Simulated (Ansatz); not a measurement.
Here is an Ansatz 0.2.0 calculation.

input.yaml

```yaml
crystal:
  lattice:
    - [0.0, 3.059, 3.059]
    - [3.059, 0.0, 3.059]
    - [3.059, 3.059, 0.0]
  atoms:
    - { symbol: Sb, position: [0.75, 0.75, 0.75] }
    - { symbol: Ga, position: [0.0, 0.0, 0.0] }
kpoints:
  mp_grid: { grid: [8, 8, 8] }
scf:
  occupations: { method: gaussian, width: 0.03 }
hamiltonian:
  xc: pbe
  pseudopotentials: { kind: all_electron, lapw: { basis_error: 0.001 } }
output:
  forces: true
  stress: true
  eigenvalues: true
```

Potentials or basis: all-electron LAPW, scalar-relativistic.

Run with:

```sh
$ ansatz run input.yaml --threads 1 --pin off --max-ram 3072MiB --backend cpu --events-out ev --progress --plain --runs-dir out
```

Problem. Estimate the pressure.

Solution. 2.3 GPa.

Problem. What does it give for the band gap on the k mesh?

Solution. 0.04 eV, direct.

Caveat: spin-orbit coupling is left out, which moves the levels of the heavy elements.

**Measured values to compare with.**

A printed reference work, data compilation reports, for a bulk crystal of GaSb at 4.2 K: band gap 0.811 eV (direct).

Measured gap of GaSb: 0.811 eV (direct; 4.2 K; a printed reference work, data compilation). This calculation gives 0.04 eV (-0.77 eV). Spin-orbit coupling on Ga, Sb is left out. The value is that of PBE on a finite k mesh, which can miss the band edges, without temperature or zero-point motion. Semilocal functionals fall short of measured gaps as a rule.
